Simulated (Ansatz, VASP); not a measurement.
# Cross-check of AlN between VASP and Ansatz

Aim: how closely do two programs agree when they are given the same cell, functional and k mesh?

Method: plane waves, with VASP 6.6.1 beside it; single point at LDA, in Ansatz 0.2.0.

## Step 1: Starting point

The structure is cubic, space group F-43m (No. 216). The conventional cell has a = 4.368 Å, b = 4.368 Å, c = 4.368 Å, α = 90.00°, β = 90.00°, γ = 90.00°. Nearest to Al lie 4 N at 1.89 Å. Nearest to N lie 4 Al at 1.89 Å. Farther neighbours and most contacts between anions are not listed.

Coordinates:

```cif
data_structure
_symmetry_space_group_name_H-M 'F-43m'
_symmetry_Int_Tables_number 216
_cell_length_a 4.3680
_cell_length_b 4.3680
_cell_length_c 4.3680
_cell_angle_alpha 90.000
_cell_angle_beta 90.000
_cell_angle_gamma 90.000
_cell_volume 83.34
loop_
_atom_site_label
_atom_site_type_symbol
_atom_site_symmetry_multiplicity
_atom_site_Wyckoff_symbol
_atom_site_fract_x
_atom_site_fract_y
_atom_site_fract_z
_atom_site_occupancy
Al1 Al 4 a 0.00000 0.00000 0.00000 1
N1 N 4 d 0.25000 0.25000 0.75000 1
```

## Step 2: Ansatz: single point, LDA

Ansatz runs on its default PAW (the set named soft_2) files.

With cell and atoms fixed, the geometry can't cause a difference; cores, projectors, grids and the points listed under the comparison can.

input.yaml reads:

```yaml
crystal:
  lattice:
    - [0.0, 2.1839935596, 2.1839935596]
    - [2.1839935596, 0.0, 2.1839935596]
    - [2.1839935596, 2.1839935596, 0.0]
  atoms:
    - { symbol: Al, position: [0.0, 0.0, 0.0] }
    - { symbol: "N", position: [0.25, 0.25, 0.25] }
hamiltonian:
  xc: lda
  pseudopotentials: { kind: paw }
kpoints:
  mp_grid: { grid: [9, 9, 9] }
scf:
  occupations: { method: gaussian, width: 0.01 }
  n_extra_bands: 4
output:
  forces: true
  stress: true
  eigenvalues: true
  write_density: true
  write_potential: true
  elf: true
  volumetric_format: npy
```

Command:

```
> ansatz run input.yaml --threads 2 --pin off --max-ram 4608MiB --backend cpu --events-out ev --progress --plain --runs-dir out
```

Numbers of over 12 decimals in the logs are rounded to 6 here.

The program printed:

```text
scf.n_extra_bands = 4 over 4 filled bands (N_el = 8.0): the run solves 8 bands
Engine: ansatz 0.2.0, aarch64-unknown-linux-gnu
Pseudopotentials: kind: paw
Pseudopotential: Al, paw, valence charge 3, recommended cutoff 420 eV (normal), Al.paw.azcp
Pseudopotential: N, paw, valence charge 5, recommended cutoff 420 eV (normal), N.paw.azcp
Functional definition: SPW92
  exchange = slater_x
  correlation = pw_c
Crystal: 2 atoms, lattice volume = 20.835 Å³
Basis set: ecut = 420 eV, 411 PW (Γ)
Bands: 8, of which v1, the nominal top of the filled ones, is band 4 counted from 1 (3 counted from 0)
Symmetry: 24 space group operations
Space group: F-43m (ITA 216), of the structure as read, at distance tolerance 2.8e-5 Å
k-points: 35 of 729 (time reversal used)
Non-local potential: Al, projectors of the file, l = 0: 2, l = 1: 2, l = 2: 1
Non-local potential: N, projectors of the file, l = 0: 2, l = 1: 2, l = 2: 1
PAW form: soft (Blöchl's): semilocal exchange-correlation on the pseudo side does not see the compensation charge
PAW frozen core: Al, regenerated for the run's functional, and the local potential with it (the file was generated under x = pbe(κ = 0.804, μ = 0.219515), c = pbe(β = 0.066725))
PAW frozen core: N, regenerated for the run's functional, and the local potential with it (the file was generated under x = pbe(κ = 0.804, μ = 0.219515), c = pbe(β = 0.066725))
PAW one-centre angular grid: Al, 110 points (default); XC on 64 Gauss nodes
PAW one-centre angular grid: N, 110 points (default); XC on 64 Gauss nodes
Initial density: superposition of atomic densities (neutral atoms: chi_scale 0, normalization atom), corrected by the library's trained network
Initial wavefunctions: pseudopotential atomic-orbital guess
Functional: x = slater, c = lda
SCF iter   1: F=—  HF=-889.813542 eV  |F-HF|=—  |Δ(HF+E_count)|=         —  Δρ=8.85e-3  dr2=1.86e-2  ethr=1.77e-3  ⟨swp⟩=5.1  Hψ=2102  notcnv=0
preconditioner: auto → none  [insulator: Δε(μ)=3.293 eV  Ē_g=15.146 eV  σ=0.010 eV  W_gap=1.00  n_scr=0 (ndim 8)  ℏωp=23.0 eV  f_vac=0.000  D(μ)=0.00/eV (n_scr^D=0)  ε∞_Penn≈3.3]
SCF iter   2: F=—  HF=-889.808709 eV  |F-HF|=—  |Δ(HF+E_count)|=   4.83e-3  Δρ=4.87e-3  dr2=2.79e-3  ethr=2.33e-4  ⟨swp⟩=2.5  Hψ=747  notcnv=0
SCF iter   3: F=—  HF=-889.807813 eV  |F-HF|=—  |Δ(HF+E_count)|=   8.96e-4  Δρ=1.49e-3  dr2=1.81e-4  ethr=3.48e-5  ⟨swp⟩=2.5  Hψ=526  notcnv=0
SCF iter   4: F=—  HF=-889.807729 eV  |F-HF|=—  |Δ(HF+E_count)|=   8.38e-5  Δρ=1.08e-4  dr2=8.82e-7  ethr=2.27e-6  ⟨swp⟩=3.0  Hψ=476  notcnv=0
SCF iter   5: F=—  HF=-889.807729 eV  |F-HF|=—  |Δ(HF+E_count)|=   2.32e-7  Δρ=6.06e-6  dr2=3.23e-9  ethr=1.10e-8  ⟨swp⟩=2.0  Hψ=343  notcnv=0
SCF iter   6: F=-889.807729 eV  HF=-889.807729 eV  |F-HF|=4.77e-12  |Δ(HF+E_count)|=  8.04e-10  Δρ=6.53e-7  dr2=3.08e-11  ethr=4.04e-11  ⟨swp⟩=4.3  Hψ=1199  notcnv=0
SCF 1 converged in 6 iterations: F = -889.807729 eV  dr2 = 3.08e-11
  greatest PAW one-centre occupation: 0.781 electrons in one spin orbital (limit 2), on the N atom at site 1 (counted from 0), in its partial waves of l = 0
SCF converged after 6 iterations
Free energy (F): -889.807729 eV
Harris-Foulkes:  -889.807729 eV  (|F-HF|=4.77e-12)
Internal energy: -889.807729 eV  (E = F + TS)
E sigma→0 (E₀):  -889.807729 eV
Fermi energy:    8.389580 eV
--- Per-component energies (eV) ---
  E_band       = 13.336448
  E_kinetic    = 158.763611
  E_local      = -223.417157  (includes V_loc(G=0)·N_el)
  E_nonlocal   = 57.505236
  E_hartree    = 76.301638
  E_xc         = -100.518546
  E_vxc        = -107.484136  (∫ρ·V_xc dr)
  E_paw        = -561.974807  (= ΣΔE_a)
  E_vpaw       = -24.634481  (= ΣTr[D̂ρ^β])
  E_aug_tail   = 0.000091  (compensation charges beyond the density's cutoff)
  E_ewald      = -296.603555
  E_core_change = 0.135761  (= ΣΔE_core)
  E_smearing   = -0.000000  (= −TS)
  E_closure    = -0.000000  (closes the sum)
  Σ components = -889.807729   (vs F -889.807729, Δ=0.00e0)
--- Forces (eV/Å), atoms counted from 1 ---
  atom   1  Al     0.00000000    -0.00000000    -0.00000000
  atom   2  N     -0.00000000     0.00000000     0.00000000
  max |Σ_I F_I| component: 1.30e-16 eV/Å
--- Stress (GPa, compression-positive) ---
       -3.593485       0.000000      -0.000000
        0.000000      -3.593485       0.000000
       -0.000000       0.000000      -3.593485
  P = ⅓ Tr σ = -3.5935 GPa (-35.935 kbar)
--- Band table (eV; the first three rows and the last of 35) ---
  k-point 0: bands = ["-8.1395", "6.6760", "6.6760", "6.6760", "10.9052", "19.0345", "19.0345", "19.0345"]
  k-point 1: bands = ["-7.9556", "5.7136", "6.6127", "6.6127", "11.6706", "18.5733", "19.1851", "19.1851"]
  k-point 2: bands = ["-7.4385", "3.8887", "6.4612", "6.4612", "12.8608", "17.6940", "18.9875", "18.9875"]
  k-point 34: bands = ["-5.3716", "2.5502", "3.3898", "4.3177", "12.6460", "17.5709", "18.0959", "19.4358"]
```

Run time: 1.6 s. Hardware: 2 threads of Arm Neoverse N1, shared host; peak memory 0.25 GiB.

Reading the cycles: dr2 is the Hartree energy of the density residual (eV), the measure of convergence; HF is the Harris–Foulkes estimate of the energy, which meets the free energy F at convergence.

The run ends at a pressure of -3.59 GPa.

## Step 3: VASP: single point, LDA

The same cell, functional (in two slightly different forms), mesh and smearing now go to VASP, with its own data sets and cutoff.

Lines of VASP's logs that name or quote its potential files are left out, and so is its time.

INCAR reads:

```
SYSTEM = AlN
PREC = Accurate
ENCUT = 520
EDIFF = 1E-07
NELM = 100
ISMEAR = 0
SIGMA = 0.01
LREAL = .FALSE.
ALGO = Normal
GGA = CA
NBANDS = 10
LORBIT = 11
LWAVE = .FALSE.
LCHARG = .FALSE.
KPAR = 2
```

POSCAR reads:

```
AlN
1.0
    0.0000000000      2.1839935596      2.1839935596
    2.1839935596      0.0000000000      2.1839935596
    2.1839935596      2.1839935596      0.0000000000
Al N
1 1
Direct
    0.0000000000      0.0000000000      0.0000000000
    0.2500000000      0.2500000000      0.2500000000
```

KPOINTS reads:

```
Automatic mesh
0
Gamma
9 9 9
0 0 0
```

The projector-augmented-wave data sets are Al and N (PBE family, release 64).

Command:

```
> mpirun -np 2 vasp_std
```

The program printed:

```text
[banner, memory and clock lines left out]
running    2 mpi-ranks, on    1 nodes
 distrk:  each k-point on    1 cores,    2 groups
 distr:  one band on    1 cores,    1 groups

 POSCAR found type information on POSCAR AlN
 POSCAR found :  2 types and       2 ions
|                                                                             |
|               ----> ADVICE to this user running VASP <----                  |
|                                                                             |
|     You enforced a specific xc type in the INCAR file but a different       |
|     [... a line on the potential file left out ...]
|     I HOPE YOU KNOW WHAT YOU ARE DOING!                                     |
|                                                                             |

 LDA part: xc-table for (Slater(with rela. corr.)+CA(PZ))
 , standard interpolation
 POSCAR, INCAR and KPOINTS ok, starting setup
 FFT: planning ... GRIDC
 FFT: planning ... GRID_SOFT
 FFT: planning ... GRID
 WAVECAR not read
 entering main loop
       N       E                     dE             d eps       ncg     rms          rms(c)
DAV:   1     0.100550980484E+02    0.10055E+02   -0.38694E+03   716   0.658E+02
DAV:   2    -0.177587901871E+02   -0.27814E+02   -0.26766E+02   892   0.142E+02
DAV:   3    -0.187033541706E+02   -0.94456E+00   -0.94328E+00   846   0.255E+01
DAV:   4    -0.187079592078E+02   -0.46050E-02   -0.46048E-02   798   0.194E+00
DAV:   5    -0.187080124392E+02   -0.53231E-04   -0.53231E-04   800   0.204E-01    0.825E+00
DAV:   6    -0.164247585312E+02    0.22833E+01   -0.12086E+01   774   0.184E+01    0.276E+00
DAV:   7    -0.163857189650E+02    0.39040E-01   -0.12240E-01   752   0.308E+00    0.190E+00
DAV:   8    -0.163582249347E+02    0.27494E-01   -0.32107E-02   748   0.170E+00    0.465E-01
DAV:   9    -0.163574776762E+02    0.74726E-03   -0.19899E-03   796   0.305E-01    0.200E-01
DAV:  10    -0.163574772489E+02    0.42733E-06   -0.10652E-04   764   0.775E-02    0.195E-02
DAV:  11    -0.163574765866E+02    0.66227E-06   -0.17435E-06   802   0.801E-03    0.724E-03
DAV:  12    -0.163574765945E+02   -0.78401E-08   -0.70157E-08   518   0.256E-03
   1 F= -.16357477E+02 E0= -.16357477E+02  d E =-.531339E-92
```

From OUTCAR (step 3):

```text
ion  position               nearest neighbor table
   1  0.000  0.000  0.000-   2 1.89   2 1.89   2 1.89   2 1.89
   2  0.250  0.250  0.250-   1 1.89   1 1.89   1 1.89   1 1.89

  LATTYP: Found a face centered cubic cell.
 ALAT       =     4.3679871192

 Subroutine GETGRP returns: Found 24 space group operations
 (whereof 24 operations were pure point group operations)

The static configuration has the point symmetry T_d .

 Found     35 irreducible k-points:

   k-points           NKPTS =     35   k-points in BZ     NKDIM =     35   number of bands    NBANDS=     10

   dimension x,y,z NGX =    24 NGY =   24 NGZ =   24
   dimension x,y,z NGXF=    48 NGYF=   48 NGZF=   48

   ENCUT  =  520.0 eV  38.22 Ry    6.18 a.u.   5.74  5.74  5.74*2*pi/ulx,y,z

   NELECT =       8.0000    total number of electrons

 k-points in reciprocal lattice and weights: Automatic mesh
   0.00000000  0.00000000  0.00000000       0.001
   0.11111111  0.00000000  0.00000000       0.011
   0.22222222  0.00000000  0.00000000       0.011
   0.33333333  0.00000000  0.00000000       0.011
   0.44444444  0.00000000  0.00000000       0.011
   0.11111111  0.11111111  0.00000000       0.008
   0.22222222  0.11111111  0.00000000       0.033
   0.33333333  0.11111111  0.00000000       0.033
   0.44444444  0.11111111  0.00000000       0.033
[...]
-0.33333333  0.44444444  0.11111111       0.033
  -0.33333333  0.44444444  0.22222222       0.033

 average (electrostatic) potential at core
       1 -71.1314       2 -59.9148

 E-fermi :   5.8467

 k-point     1 :       0.0000    0.0000    0.0000
  band No.  band energies     occupation
      1      -9.1227      2.00000
      2       5.7046      2.00000
      3       5.7046      2.00000
      4       5.7046      2.00000
      5       9.9357      0.00000
      6      18.0592      0.00000
      7      18.0592      0.00000
      8      18.0592      0.00000
      9      23.2864      0.00000
    ...

 k-point     2 :       0.1111    0.0000    0.0000
  band No.  band energies     occupation
      1      -8.9385      2.00000
      2       4.7398      2.00000
      3       5.6405      2.00000
      4       5.6405      2.00000
      5      10.6986      0.00000
      6      17.5962      0.00000
      7      18.2120      0.00000
      8      18.2120      0.00000
      9      21.8788      0.00000
    ...

 k-point     3 :       0.2222    0.0000    0.0000
  band No.  band energies     occupation
      1      -8.4200      2.00000
      2       2.9106      2.00000
      3       5.4875      2.00000
      4       5.4875      2.00000
      5      11.8856      0.00000
      6      16.7142      0.00000
      7      18.0238      0.00000
      8      18.0238      0.00000
      9      21.5807      0.00000
    ...

  Total       -0.3175504     -0.3175504     -0.3175504     -0.0000000      0.0000000      0.0000000
  in kB      -24.4196394    -24.4196394    -24.4196394     -0.0000000      0.0000000      0.0000000
  external PRESSURE =     -24.4196394 kB  Pullay stress =       0.0000000 kB

  energy-cutoff  :      520.00
  volume of cell :       20.83
      direct lattice vectors                 reciprocal lattice vectors
     0.000000000  2.183993560  2.183993560    -0.228938404  0.228938404  0.228938404
     2.183993560  0.000000000  2.183993560     0.228938404 -0.228938404  0.228938404
     2.183993560  2.183993560  0.000000000     0.228938404  0.228938404 -0.228938404

 POSITION                                       TOTAL-FORCE (eV/Angst)
 -----------------------------------------------------------------------------------
      0.00000      0.00000      0.00000        -0.000000     -0.000000      0.000000
      1.09200      1.09200      1.09200         0.000000      0.000000     -0.000000
 -----------------------------------------------------------------------------------
    total drift:                                0.000000      0.000000      0.000000

  FREE ENERGIE OF THE ION-ELECTRON SYSTEM (eV)
  ---------------------------------------------------
  free  energy   TOTEN  =       -16.3574765945 eV

  energy  without entropy=      -16.3574765945  energy(sigma->0) =      -16.35747659

 total charge
# of ion       s       p       d       tot
------------------------------------------
    1        0.366   0.448   0.000   0.814
    2        1.208   2.630   0.000   3.838
--------------------------------------------------
tot          1.573   3.079   0.000   4.652

[... 3 further parts left out ...]
```

The PAW data sets were made with PBE, though LDA sets exist; this is a small mismatch.

## Step 4: Comparison

Known differences besides the potentials themselves: the two LDA forms differ slightly; the cutoff is 420 eV in Ansatz and 520 eV in VASP; Ansatz makes its cores anew for this functional, VASP keeps those of its PBE data sets; VASP's log shows a relativistic correction to its local exchange, Ansatz's none. Total energies have different zeros and are not compared.

The two programs side by side:

```tsv
quantity	Ansatz	VASP	difference
pressure (GPa)	-3.59	-2.44	-1.15
pressure without Ansatz's Pulay correction (GPa)	-4.25	-2.44	-1.81
gap on the k mesh (eV)	3.427	3.407	+0.020
```

A gap on the mesh is an upper bound, since the band edges may lie between its points. Ansatz's pressure holds a Pulay correction of 0.66 GPa; VASP's holds none.

## Step 5: Further runs

Further runs change the set-up of one program: Ansatz's method, potentials or start, or VASP's data sets, cutoff or form of LDA. The table gives Ansatz less VASP for each quantity, since a change that brings one quantity closer may part another.

```tsv
run	pressure (GPa)	gap on the k mesh (eV)	pressure without Ansatz's Pulay correction (GPa)
as above	-1.2	0.020	-1.8
cores kept as stored	-0.50	0.019	-1.1
Ansatz's larger PAW set (cutoff 1050 eV)	-1.1	0.013	
norm-conserving potentials (cutoff 1143 eV)	-2.4	0.035
```

## Step 6: Summary of results

```yaml
difference_in_pressure_single_point_lda: -1.2 GPa
```

In words: The difference in pressure is -1.2 GPa (single point, LDA), beyond the 1 GPa picked in this series as the mark of a large difference. Single point, LDA, cores kept as stored: the difference in pressure goes from -1.2 to -0.50 GPa; the difference in pressure without Ansatz's Pulay correction goes from -1.8 to -1.1 GPa. Single point, LDA, Ansatz's larger PAW set (cutoff 1050 eV): the difference in gap on the k mesh goes from 0.020 to 0.013 eV. Single point, LDA, norm-conserving potentials (cutoff 1143 eV): the difference in pressure goes from -1.2 to -2.4 GPa; the difference in gap on the k mesh goes from 0.020 to 0.035 eV. Such differences can come from data sets, numerical settings and the points named under the comparisons, not from the functional's error against experiment.

[Lines on the potential files, build, host, timing and source positions are cut from VASP's logs without a mark.]

[Logs are printed without paths, hosts, clocks, repeated set-up lines and the standing remarks that a program may print on its own settings, such as how far it seeks lower states.]

[Hosts, paths, dates, database ids (printed as entryN), source tags and the programs' standing remarks are cut or masked in the printed files.]

[VASP's PBE data sets in a run with another functional are called a small mismatch above; for pressures it isn't always small: they can move by 1 GPa and more.]
